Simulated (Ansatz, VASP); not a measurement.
One calculation of MgO, two programs

```
Mg O
1.0
     3.12874    0.00000    0.00000
    -1.56437    2.84768    0.00000
     0.00000    0.00000    5.03437
Mg O
2 2
Cartesian
  0.0000 1.9156 -0.0344
  1.5644 0.9321 2.4828
  0.0000 1.9231 1.9223
  1.5644 0.9246 4.4395
```

Change from the starting cell: uniaxial_x strain -4.8%.

Alike in both runs: task single point; functional PBE; k mesh 12 × 12 × 6; occupations fermi-dirac, width 0.02 eV; no spin polarisation.

|  | VASP | Ansatz |
| --- | --- | --- |
| version | VASP 6.6.1 | Ansatz 0.2.0 |
| potentials or method | VASP PAW PBE potentials, release 64 (Mg, O) | plane waves, PAW |
| plane-wave cutoff (eV) | 520 | 420 |
| valence electrons in the cell | 16 | 32 |

```tsv
	VASP	Ansatz	Ansatz less VASP
gap on the k mesh at the Fermi level (eV)	3.90	3.92	+0.015
pressure (GPa)	11.1	11.3	+0.27
largest component of the traceless stress (GPa)	3.50	3.46	-0.038
rms of the force components (eV/Å)	0.009	0.009	-0.0004
```

Atom by atom the forces differ by 0.001 eV/Å (rms over components). The two sets of potentials don't hold the same shells in valence.

A k mesh can miss the band edges.
